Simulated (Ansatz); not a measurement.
KBr built on the rocksalt prototype, relaxed with r2SCAN in the plane-wave code Ansatz. It is cubic, Fm-3m (No. 225); a = 6.604 Å in the conventional setting, 36.01 Å³ an atom. K is surrounded by 6 Br at 3.30 Å; Br is surrounded by 6 K at 3.30 Å.

The axes x, y and z are those of this cell:
```xyz
2
Lattice="0.0000 3.3022 3.3022 3.3022 0.0000 3.3022 3.3022 3.3022 0.0000" Properties=species:S:1:pos:R:3 pbc="T T T"
K     0.0000    0.0000    0.0000
Br    3.3022    3.3022    3.3022
```

Unstrained: The PBE gap is direct at Γ: 4.430 eV. r2SCAN gives a direct gap of 5.071 eV at Γ. HSE06 gives a direct gap of 5.596 eV at Γ. Meshes: PBE 6×6×6, r2SCAN 6×6×6, HSE06 4×4×4. Strains are changes of length per length, and xy shears are angles. After each strain the atoms were relaxed again with r2SCAN within the symmetry that the strain leaves, so tilts or polar shifts that break it weren't tested; points keep the names that they have in the unstrained zone. No spin polarisation and no zero-point or thermal motion.

Question: For epitaxial -3.11 % in the xy plane, how far does the free direction move, and what happens to the gap?

Answer: The normal strain at zero normal stress is +0.86 %, 0.28 of the in-plane strain with the sign turned. PBE: the gap goes from 4.430 to 4.567 eV (+0.137 eV); with r2SCAN the top three valence levels at Γ, degenerate before, become 2+1 from the top over 33 meV. r2SCAN: the gap goes from 5.071 to 5.214 eV (+0.143 eV). HSE06: the gap goes from 5.596 to 5.747 eV (+0.151 eV).

Question: Estimate what xy shear, engineering strain (angle) +5.25 % does to the gap.

Answer: PBE: the gap goes from 4.430 to 4.361 eV (-0.069 eV); with r2SCAN the top three valence levels at Γ, degenerate before, become 1+1+1 from the top over 118 meV. r2SCAN: the gap goes from 5.071 to 5.000 eV (-0.071 eV). HSE06: the gap goes from 5.596 to 5.525 eV (-0.071 eV). The r2SCAN energy rises by 1.7 meV an atom.

Question: Estimate what uniaxial +5.81 % along [111], other directions held does to the gap.

Answer: PBE: the gap goes from 4.430 to 4.225 eV (-0.205 eV); with r2SCAN the top three valence levels at Γ, degenerate before, become 2+1 from the top over 129 meV. r2SCAN: the gap goes from 5.071 to 4.856 eV (-0.215 eV). HSE06: the gap goes from 5.596 to 5.376 eV (-0.220 eV). The r2SCAN energy rises by 8.0 meV an atom.

The runs are scalar-relativistic, without spin-orbit coupling.

The meshes of the hybrids are coarse, so their gaps aren't converged to the digits shown.

The splittings at Γ are without spin-orbit coupling, which regroups them where it is of like size or larger.
